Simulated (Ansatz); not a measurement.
**GaCo: from a trial structure to a relaxed crystal**

Method: Ansatz 0.2.0, DFT PBE, scalar-relativistic, plane waves, PAW. Cutoff 420 eV, Γ-centred k mesh, Gaussian smearing, collinear spin, first started from parallel moments.

The start puts GaCo on the NaTl (B32) structure type (Fd-3m, No. 227), with Ga in place of Na, Co in place of Tl, at a guessed volume.

```
Ga Co
1.0
     0.00000    2.88271    2.88271
     2.88271    0.00000    2.88271
     2.88271    2.88271    0.00000
Ga Co
2 2
Direct
  0.50000 0.50000 0.50000
  0.75000 0.75000 0.75000
  0.00000 0.00000 0.00000
  0.25000 0.25000 0.25000
```

Cell and atoms relax at zero pressure; the relaxation can't lower the symmetry of the start. After a coarse first stage the cell is made exact in the group found at 0.06 Å.

Formation energies are uncorrected and refer to the elements' standard structures at the same level.

(1) What does it relax into?

(2) What are its volume, energy, gap and moment?

Answers

(1) It keeps Fd-3m (No. 227). The result has the NaTl (B32) structure. Conventional cell: a = 5.869 Å. Ga is coordinated by 4 Co at 2.54 Å, 4 Ga at 2.54 Å and 6 Co at 2.93 Å; around Co lie 4 Co at 2.54 Å, 4 Ga at 2.54 Å and 6 Ga at 2.93 Å.

```xyz
4
Lattice="0.0000 2.9343 2.9343 2.9343 0.0000 2.9343 2.9343 2.9343 0.0000" Properties=species:S:1:pos:R:3 pbc="T T T"
Ga    2.9343    2.9343    2.9343
Ga    4.4014    4.4014    4.4014
Co    0.0000    0.0000    0.0000
Co    1.4671    1.4671    1.4671
```

(2) The volume per atom is 12.63 Å³. The density is 8.46 g/cm³. The energy over the elements is 0.09 eV/atom, the gap on the 14×14×14 mesh is 0 eV (a metal) and the net moment per atom is 0.54 μB. The largest site moment is 1.13 μB.

The final run used a 14×14×14 mesh on its 4-atom cell and 0.10 eV smearing. The k mesh leaves about 4 meV/atom of noise in metals. Symmetry constrained the relaxation, so the result can be a saddle point.

Cost: 3 runs of about 2 core-minutes in all, on Arm Neoverse V1 (shared hosts).